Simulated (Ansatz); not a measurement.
The cell is RuSi (P2_13) from a database structure; cell and atoms were relaxed with r2SCAN. Space group P2_13 (No. 198), cubic; a = 4.705 Å in the conventional setting, 13.02 Å³ an atom. Si has 7 Ru at 2.38–2.70 Å; Ru has 7 Si at 2.38–2.70 Å.

```xyz
8
Lattice="4.7048 0.0000 0.0000 0.0000 4.7048 0.0000 0.0000 0.0000 4.7048" Properties=species:S:1:pos:R:3 pbc="T T T"
Si    0.7642    1.5882    3.1166
Si    1.5882    3.1166    0.7642
Si    3.1166    0.7642    1.5882
Si    3.9406    3.9406    3.9406
Ru    4.0960    2.9612    1.7436
Ru    2.9612    1.7436    4.0960
Ru    1.7436    4.0960    2.9612
Ru    0.6088    0.6088    0.6088
```

4 runs of Ansatz 0.2.0 on this cell differ in the functional (and in the settings that go with it). Levels are in eV from each run's valence top; v1 is the last filled band, c1 the first empty one.

Run A, mean stress 0.0 GPa (compression positive):
```
point     v5     v3     v1    c1    c2    c3
    Γ  -0.55  -0.55  -0.38  1.16  1.16  1.16
    M  -2.21  -1.77  -0.93  1.13  1.13  1.69
    R  -1.59  -1.17  -1.17  0.81  0.81  0.81
```

Run B, mean stress -3.9 GPa (compression positive):
```
point     v5     v3     v1    c1    c2    c3
    Γ  -0.72  -0.72  -0.68  1.67  1.67  1.67
    M  -2.41  -1.90  -1.21  1.62  1.62  2.16
    R  -1.85  -1.39  -1.39  1.35  1.35  1.35
```

Run C, mean stress -6.3 GPa (compression positive):
```
point     v5     v3     v1    c1    c2    c3
    Γ  -0.48  -0.48  -0.30  1.02  1.02  1.02
    M  -2.13  -1.69  -0.85  1.04  1.04  1.50
    R  -1.49  -1.07  -1.07  0.68  0.68  0.68
```

Run D, mean stress -3.9 GPa (compression positive):
```
point     v5     v3     v1    c1    c2    c3
    Γ  -0.75  -0.75  -0.74  2.37  2.37  2.37
    M  -2.46  -1.93  -1.26  2.31  2.31  2.84
    R  -1.90  -1.42  -1.42  2.03  2.03  2.03
```

**Question.** Match the runs to LDA, r2SCAN, HSE06, PBE0.

**Answer.** A is r2SCAN, B is HSE06, C is LDA, D is PBE0. In order of the gap: LDA 0.21, r2SCAN 0.29, HSE06 0.75, PBE0 1.42 eV. The stress vanishes for r2SCAN, which relaxed the cell.

(Simulation; spin polarisation is off.)

Spin-orbit coupling is left out.

The stress of a hybrid is loosely converged in these runs.

The meshes of the hybrids are coarse, so their gaps aren't converged to the digits shown.
